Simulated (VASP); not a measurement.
# BAs (F-43m) in VASP: further runs

The runs below take BAs through single point, with HSE06, PBEsol.

Everything below comes from runs of VASP 6.6.1. Logs are shortened: lines on timing, memory, paths and dates and some standing lists are left out, and cuts for length are marked.

### 1 The structure

It takes space group F-43m (No. 216, cubic). Conventional cell: a = 4.784 Å, b = 4.784 Å, c = 4.784 Å, α = 90.00°, β = 90.00°, γ = 90.00°. B (site symmetry -43m) has 4 As at 2.07 Å as nearest neighbours. As (site symmetry -43m) is surrounded by 4 B at 2.07 Å.

The cell was built by a generator and needn't be a form met in nature.

### 2 Single point, HSE06

The input, POSCAR:

```
BAs
1.0
    0.0000000000      2.3918676038      2.3918676038
    2.3918676038      0.0000000000      2.3918676038
    2.3918676038      2.3918676038      0.0000000000
B As
1 1
Direct
    0.0000000000      0.0000000000      0.0000000000
    0.2500000000      0.2500000000      0.2500000000
```

The input, INCAR.step1:

```
PREC = Accurate
ENCUT = 520
EDIFF = 1E-5
ISMEAR = 0
SIGMA = 0.01
LREAL = False
LASPH = True
NELM = 100
ALGO = Normal
ISIF = 2
LWAVE = True
GGA = PE
NBANDS = 11
```

The input, INCAR.step2:

```
PREC = Accurate
ENCUT = 520
EDIFF = 1E-6
ISMEAR = 0
SIGMA = 0.01
LREAL = False
LASPH = True
NELM = 100
ALGO = Normal
ISIF = 2
LWAVE = False
LCHARG = True
GGA = PE
LHFCALC = True
HFSCREEN = 0.2079
PRECFOCK = Normal
LELF = True
LVHAR = True
ISTART = 1
NBANDS = 11
```

The input, KPOINTS:

```
regular mesh
0
Gamma
  4 4 4
```

Potentials or basis: VASP PAW PBE potentials, release 64 (B, As).

Launch:

```
$ cat potpaw_PBE.64/B/POTCAR potpaw_PBE.64/As/POTCAR > POTCAR
$ cp INCAR.step1 INCAR
$ mpirun -np 1 vasp_std > vasp.out
$ cp INCAR.step2 INCAR
$ mpirun -np 1 vasp_std > vasp.out
```

OUTCAR:

```text
PREC = Accurate
   ENCUT = 520
   EDIFF = 1E-6
   ISMEAR = 0
   LREAL = False
   LASPH = True
   NELM = 100
   ISIF = 2
   GGA = PE
   LHFCALC = True
   HFSCREEN = 0.2079
   PRECFOCK = Normal
   ISTART = 1

 ion  position               nearest neighbor table
   1  0.000  0.000  0.000-   2 2.07   2 2.07   2 2.07   2 2.07
   2  0.250  0.250  0.250-   1 2.07   1 2.07   1 2.07   1 2.07

  LATTYP: Found a face centered cubic cell.
 ALAT       =     4.7837352076

  Lattice vectors:

 A1 = (   0.0000000000,   2.3918676038,   2.3918676038)
 A2 = (   2.3918676038,   0.0000000000,   2.3918676038)
 A3 = (   2.3918676038,   2.3918676038,   0.0000000000)

Analysis of symmetry for initial positions (statically):
=====================================================================
 Subroutine PRICEL returns:
 Original cell was already a primitive cell.

 Routine SETGRP: Setting up the symmetry group for a
 face centered cubic supercell.

 Subroutine GETGRP returns: Found 24 space group operations
 (whereof 24 operations were pure point group operations)
 out of a pool of 48 trial point group operations.

The static configuration has the point symmetry T_d .

Analysis of symmetry for dynamics (positions and initial velocities):
=====================================================================
 Subroutine PRICEL returns:
 Original cell was already a primitive cell.

 Routine SETGRP: Setting up the symmetry group for a
 face centered cubic supercell.

 Subroutine GETGRP returns: Found 24 space group operations
 (whereof 24 operations were pure point group operations)
 out of a pool of 48 trial point group operations.

The dynamic configuration has the point symmetry T_d .

 Subroutine INISYM returns: Found 24 space group operations
 (whereof 24 operations are pure point group operations),
 and found     1 'primitive' translations

----------------------------------------------------------------------------------------

                                     Primitive cell

  volume of cell :      27.3679

  direct lattice vectors                    reciprocal lattice vectors
     0.000000000  2.391867604  2.391867604    -0.209041671  0.209041671  0.209041671
     2.391867604  0.000000000  2.391867604     0.209041671 -0.209041671  0.209041671
     2.391867604  2.391867604  0.000000000     0.209041671  0.209041671 -0.209041671

  length of vectors
     3.382611605  3.382611605  3.382611605     0.362070795  0.362070795  0.362070795

  position of ions in fractional coordinates (direct lattice)
     0.000000000  0.000000000  0.000000000
     0.250000000  0.250000000  0.250000000

  ion indices of the primitive-cell ions
   primitive index   ion index
                 1           1
                 2           2

----------------------------------------------------------------------------------------

 KPOINTS: regular mesh

Automatic generation of k-mesh.
 Grid dimensions read from file:
 generate k-points for:    4    4    4

 Generating k-lattice:

  Cartesian coordinates                     Fractional coordinates (reciprocal lattice)
    -0.052260418  0.052260418  0.052260418     0.250000000  0.000000000  0.000000000
     0.052260418 -0.052260418  0.052260418     0.000000000  0.250000000  0.000000000
     0.052260418  0.052260418 -0.052260418     0.000000000  0.000000000  0.250000000

  Length of vectors
     0.090517699  0.090517699  0.090517699

  Shift w.r.t. Gamma in fractional coordinates (k-lattice)
     0.000000000  0.000000000  0.000000000

 Subroutine IBZKPT returns following result:
 ===========================================

 Found      8 irreducible k-points:

 Following reciprocal coordinates:
            Coordinates               Weight
  0.000000  0.000000  0.000000      1.000000
  0.250000  0.000000  0.000000      8.000000
  0.500000  0.000000  0.000000      4.000000
  0.250000  0.250000  0.000000      6.000000
  0.500000  0.250000  0.000000     24.000000
 -0.250000  0.250000  0.000000     12.000000
  0.500000  0.500000  0.000000      3.000000
 -0.250000  0.500000  0.250000      6.000000
   k-points           NKPTS =      8   k-points in BZ     NKDIM =     64   number of bands    NBANDS=     11
   number of dos      NEDOS =    301   number of ions     NIONS =      2
   total plane-waves  NPLWV =  21952
   dimension x,y,z NGX =    28 NGY =   28 NGZ =   28
   dimension x,y,z NGXF=    56 NGYF=   56 NGZF=   56
   ions per type =               1   1
   NGX,Y,Z   is equivalent  to a cutoff of  13.76, 13.76, 13.76 a.u.
   NGXF,Y,Z  is equivalent  to a cutoff of  27.52, 27.52, 27.52 a.u.
 SYSTEM =  unknown system
   PREC   = accura    normal or accurate (medium, high low for compatibility)
   ISTART =      1    job   : 0-new  1-cont  2-samecut
   ICHARG =      0    charge: 1-file 2-atom 10-const
   ISPIN  =      1    spin polarized calculation?
   LNONCOLLINEAR =      F non collinear calculations
   LSORBIT =      F    spin-orbit coupling
   LASPH  =      T    aspherical Exc in radial PAW
   ENCUT  =  520.0 eV  38.22 Ry    6.18 a.u.   6.29  6.29  6.29*2*pi/ulx,y,z
   NELM   =    100;   NELMIN=  2; NELMDL=  0     # of ELM steps
   EDIFF  = 0.1E-05   stopping-criterion for ELM
   LREAL  =      F    real-space projection
   EDIFFG = 0.1E-04   stopping-criterion for IOM
   NSW    =      0    number of steps for IOM
   IBRION =     -1    ionic relax: 0-MD 1-quasi-New 2-CG
   NFREE  =      0    steps in history (QN), initial steepest desc. (CG)
   ISIF   =      2    stress and relaxation
   ISYM   =      3    0-nonsym 1-usesym 2-fastsym
   POTIM  = 0.5000    time-step for ionic-motion
   TEBEG  =    0.0;   TEEND  =   0.0 temperature during run
   PSTRESS=    0.0 pullay stress
   NELECT =       8.0000    total number of electrons
   NUPDOWN=      -1.0000    fix difference up-down
   EMIN   =  10.00;   EMAX   =-10.00  energy-range for DOS
   EFERMI =   0.00;   METHOD = LEGACY
   ISMEAR =     0;   SIGMA  =   0.01  broadening in eV -4-tet -1-fermi 0-gaus
   EFERMI_NEDOS =   21; number of points for ismear=-14 and -15
   IALGO  =     38    algorithm
   IMIX   =      1    mixing-type and parameters
     AMIX     =   0.40;   BMIX     =  1.00
     AMIX_MAG =   1.60;   BMIX_MAG =  1.00
  volume/ion in A,a.u.               =      13.68        92.34
  Fermi-wavevector in a.u.,A,eV,Ry     =   1.086487  2.053162 16.061039  1.180453
  Thomas-Fermi vector in A             =   2.222624
   LORBIT       =      0    0 simple, 1 ext, 2 COOP (PROOUT), +10 PAW based schemes
   GGA     = PE    functional components
   LHFCALC =     T    Hartree Fock is set to
   PRECFOCK=normal    Normal, Fast or Accurate (Low or Medium for compatibility)
   ENCUT4O =  -1.0   cutoff for four orbital integrals eV
   NKREDX  =     1    reduce k-point grid by
   NKREDY  =     1    reduce k-point grid by
   NKREDZ  =     1    reduce k-point grid by
   AEXX    =    0.2500 exact exchange contribution
   HFSCREEN=    0.2079 screening length (either q_TF or 0.3 A-1)
   HFSCREENC=   0.2079 screening length for correlation (either q_TF or 0.3 A-1)
   ENCUTFOCK=  -1.0 apply spherical cutoff to Coloumb kernel
   IVDW    =     0    specifies the selected vdW correction
   LEPSILON=     F    determine dielectric tensor
   LRPA    =     F    only Hartree local field effects (RPA)
 non-spin polarized calculation
 Gauss-broadening in eV      SIGMA  =   0.01
  energy-cutoff  :      520.00
  volume of cell :       27.37
 maximum number of plane-waves:       754
 NGX is ok and might be reduce to    28
  NGX = 20; NGY = 20; NGZ = 20

 number of electron       8.0000000 magnetization

 Free energy of the ion-electron system (eV)
  ---------------------------------------------------
  ext. energy  EPLUGINS =         0.00000000
  ---------------------------------------------------
  free energy    TOTEN  =       -13.09136232 eV

  energy without entropy =      -13.09136232  energy(sigma->0) =      -13.09136232

 E-fermi :   5.7467     XC(G=0):  -8.7313

 val. band max:        5.6688697208   @ k =   0.0000   0.0000   0.0000
 cond. band min:       7.7887508676   @ k =   0.5000   0.5000   0.0000
 fundamental gap:      2.1198811468
 Fermi energy:         5.7467071945

 k-point     1 :       0.0000    0.0000    0.0000
  band No.  band energies     occupation
      1     -11.2156      2.00000
      2       5.6689      2.00000
      3       5.6689      2.00000
      4       5.6689      2.00000
      5       9.8067      0.00000
      6       9.8067      0.00000
      7       9.8067      0.00000
      8      11.5476      0.00000
      9      16.3061      0.00000
     10      19.7131      0.00000
     11      19.7131      0.00000

 k-point     2 :       0.2500    0.0000    0.0000
  band No.  band energies     occupation
      1     -10.1140      2.00000
      2       0.3224      2.00000
      3       4.4434      2.00000
      4       4.4434      2.00000
      5       9.6501      0.00000
      6      11.2716      0.00000
      7      11.2716      0.00000
      8      14.8436      0.00000
      9      17.9467      0.00000
     10      17.9467      0.00000
     11      18.0763      0.00000

 k-point     3 :       0.5000    0.0000    0.0000
  band No.  band energies     occupation
      1      -8.0414      2.00000
      2      -3.9631      2.00000
      3       3.6938      2.00000
      4       3.6938      2.00000
      5       9.2567      0.00000
      6      11.3820      0.00000
      7      11.3820      0.00000
      8      15.7042      0.00000
      9      19.7485      0.00000
     10      21.5920      0.00000
     11      21.5920      0.00000

 k-point     4 :       0.2500    0.2500    0.0000
  band No.  band energies     occupation
      1      -9.7335      2.00000
      2       1.2280      2.00000
      3       2.7582      2.00000
      4       2.7582      2.00000
      5       8.0711      0.00000
      6      11.1256      0.00000
      7      14.2313      0.00000
      8      14.2313      0.00000
      9      17.2305      0.00000
     10      20.7829      0.00000
     11      21.2795      0.00000

 k-point     5 :       0.5000    0.2500    0.0000
  band No.  band energies     occupation
      1      -7.5876      2.00000
      2      -2.8029      2.00000
      3       0.5662      2.00000
      4       2.2274      2.00000
      5       8.8469      0.00000
      6      12.5860      0.00000
      7      14.4574      0.00000
      8      14.7606      0.00000
      9      19.0717      0.00000
     10      21.9730      0.00000
     11      22.8240      0.00000

 k-point     6 :      -0.2500    0.2500    0.0000
  band No.  band energies     occupation
      1      -8.4344      2.00000
      2      -1.6020      2.00000
      3       0.1841      2.00000
      4       3.5491      2.00000
      5      10.0793      0.00000
      6      12.8871      0.00000
      7      13.7418      0.00000
      8      14.2286      0.00000
      9      17.0100      0.00000
     10      19.1081      0.00000
     11      22.7847      0.00000

 k-point     7 :       0.5000    0.5000    0.0000
  band No.  band energies     occupation
      1      -6.5433      2.00000
      2      -3.7542      2.00000
      3       1.2342      2.00000
      4       1.2342      2.00000
      5       7.7888      0.00000
      6       7.8588      0.00000
      7      18.5940      0.00000
      8      18.5940      0.00000
      9      20.0997      0.00000
     10      24.4471      0.00000
     11      24.7532      0.00000

 k-point     8 :      -0.2500    0.5000    0.2500
  band No.  band energies     occupation
      1      -6.3648      2.00000
      2      -3.2637      2.00000
      3      -0.2437      2.00000
      4       0.0715      2.00000
      5      11.8594      0.00000
      6      12.8320      0.00000
      7      13.3570      0.00000
      8      13.8182      0.00000
      9      19.4513      0.00000
     10      22.6799      0.00000
     11      22.7344      0.00000

------------------------ aborting loop because EDIFF is reached ----------------------------------------

  FORCE on cell =-STRESS in cart. coord.  units (eV):
  Direction    XX          YY          ZZ          XY          YZ          ZX
  --------------------------------------------------------------------------------------
  -------------------------------------------------------------------------------------
  Total       -0.1007669     -0.1007669     -0.1007669     -0.0000000     -0.0000000     -0.0000000
  in kB       -5.8991170     -5.8991170     -5.8991170     -0.0000000     -0.0000000     -0.0000000
  external PRESSURE =      -5.8991170 kB  Pullay stress =       0.0000000 kB

 VOLUME and BASIS-vectors are now :
 -----------------------------------------------------------------------------
  energy-cutoff  :      520.00
  volume of cell :       27.37
      direct lattice vectors                 reciprocal lattice vectors
     0.000000000  2.391867604  2.391867604    -0.209041671  0.209041671  0.209041671
     2.391867604  0.000000000  2.391867604     0.209041671 -0.209041671  0.209041671
     2.391867604  2.391867604  0.000000000     0.209041671  0.209041671 -0.209041671

 POSITION                                       TOTAL-FORCE (eV/Angst)
 -----------------------------------------------------------------------------------
      0.00000      0.00000      0.00000        -0.000000     -0.000000     -0.000000
      1.19593      1.19593      1.19593         0.000000      0.000000      0.000000
 -----------------------------------------------------------------------------------
    total drift:                                0.000001      0.000000      0.000000

  FREE ENERGIE OF THE ION-ELECTRON SYSTEM (eV)
  ---------------------------------------------------
  free  energy   TOTEN  =       -13.0913623248 eV

  energy  without entropy=      -13.0913623248  energy(sigma->0) =      -13.09136232
```

Run time: 64 s. Hardware: 1 thread of Intel Xeon Platinum 8559C (Emerald Rapids), shared host; peak memory 0.26 GiB.

What came out:

- Free energy: -13.0914 eV
- Pressure: -0.6 GPa
- Band gap on the k mesh: 2.12 eV, indirect (least direct gap 4.14 eV)

Levels at points of the mesh, in eV from the valence-band top:
| k point | band 1 | band 2 | band 3 | band 4 | band 5 | band 6 | band 7 | band 8 | band 9 |
| --- | --- | --- | --- | --- | --- | --- | --- | --- | --- |
| (0.00, 0.00, 0.00) | -16.88 | 0.00 | 0.00 | 0.00 | 4.14 | 4.14 | 4.14 | 5.88 | 10.64 |
| (0.50, 0.00, 0.00) | -13.71 | -9.63 | -1.98 | -1.98 | 3.59 | 5.71 | 5.71 | 10.04 | 14.08 |
| (0.50, 0.50, 0.00) | -12.21 | -9.42 | -4.43 | -4.43 | 2.12 | 2.19 | 12.93 | 12.93 | 14.43 |

Caveat: the k mesh is coarse (spacing up to 0.57 Å⁻¹), so the values aren't converged, least of all with exact exchange; the PAW data sets were made with another functional, which shifts forces and pressure a little.

### 3 Single point, PBEsol

The input, INCAR:

```
SYSTEM = BAs
PREC = Accurate
ENCUT = 520
EDIFF = 1E-6
ISMEAR = 0
SIGMA = 0.01
LREAL = .False.
LASPH = .True.
NELM = 100
ALGO = Normal
ISIF = 2
LWAVE = .False.
LCHARG = .True.
GGA = PS
LELF = .True.
LVHAR = .True.
NBANDS = 11
```

The input, KPOINTS:

```
regular mesh
0
Gamma
  6 6 6
  0 0 0
```

POSCAR is that of step 2.

Potentials or basis: VASP PAW PBE potentials, release 64 (B, As).

Launch:

```
$ cat potpaw_PBE.64/B/POTCAR potpaw_PBE.64/As/POTCAR > POTCAR
$ mpirun -np 1 vasp_std > vasp.out
```

It used 4.4 s of CPU time on 1 thread of Intel(R) Xeon(R) Platinum 8559C (Emerald Rapids), on a shared host, which was overloaded at the time.

Results (log left out):

| Item | Value |
| --- | --- |
| Free energy | -12.1841 eV |
| Pressure | -0.5 GPa |
| Band gap on the k mesh | 1.18 eV, indirect (least direct gap 3.23 eV) |

Levels at points of the mesh, in eV from the valence-band top:
| k point | band 1 | band 2 | band 3 | band 4 | band 5 | band 6 | band 7 | band 8 |
| --- | --- | --- | --- | --- | --- | --- | --- | --- |
| (0.00, 0.00, 0.00) | -15.40 | 0.00 | 0.00 | 0.00 | 3.23 | 3.23 | 3.23 | 4.63 |
| (0.50, 0.00, 0.00) | -12.53 | -8.80 | -1.82 | -1.82 | 2.63 | 4.72 | 4.72 | 8.69 |
| (0.50, 0.50, 0.00) | -11.23 | -8.51 | -4.09 | -4.09 | 1.31 | 1.34 | 11.30 | 11.30 |

Caveat: the PAW data sets were made with another functional, which shifts forces and pressure a little. A k mesh can miss the band edges.
